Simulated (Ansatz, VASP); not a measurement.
## One calculation of Ru, two programs

INCAR

```
PREC = Accurate
ENCUT = 520
EDIFF = 1E-6
ISMEAR = -1
SIGMA = 0.03
LREAL = F
LASPH = T
NELM = 100
ALGO = Normal
ISIF = 2
LWAVE = F
LCHARG = F
GGA = PE
NBANDS = 21
```

KPOINTS

```
Automatic mesh
0
Gamma
  14 14 8
```

Contents of POSCAR:

```
Ru
1.0
    2.7057993342      0.0000000000      0.0000000000
   -1.3528996671      2.3432909610      0.0000000000
    0.0000000000      0.0000000000      4.2819000000
Ru
2
Direct
    0.3333333333      0.6666666667      0.2500000000
    0.6666666667      0.3333333333      0.7500000000
```

Input for Ansatz:

```yaml
crystal:
  lattice:
    - [2.7057993342, 0.0, 0.0]
    - [-1.3528996671, 2.343290961, 0.0]
    - [0.0, 0.0, 4.2819]
  atoms:
    - { symbol: Ru, position: [0.3333333333, 0.6666666667, 0.25] }
    - { symbol: Ru, position: [0.6666666667, 0.3333333333, 0.75] }
kpoints:
  mp_grid: { grid: [14, 14, 8] }
scf:
  occupations: { method: fermi_dirac, width: 0.03 }
hamiltonian:
  xc: pbe
  pseudopotentials: { kind: all_electron, lapw: { basis_error: 0.0005 } }
output:
  forces: true
  stress: true
  eigenvalues: true
basis:
  ecutwfc: 320
```

Alike in both runs: task single point; functional PBE; k mesh 14 × 14 × 8; occupations fermi-dirac, width 0.03 eV; no spin polarisation.

```csv
,VASP,Ansatz
version,VASP 6.6.1,Ansatz 0.2.0
potentials or method,"VASP PAW PBE potentials, release 64 (Ru_pv)","all-electron LAPW, scalar-relativistic"
plane-wave cutoff (eV),520,see its input
```

|  | VASP | Ansatz | Ansatz less VASP |
| --- | --- | --- | --- |
| pressure (GPa) | 4.5 | 4.5 | +0.02 |
| largest component of the traceless stress (GPa) | 1.09 | 1.12 | +0.035 |

Ansatz ran all-electron here, so the differences hold the error of VASP's frozen core and of both bases.
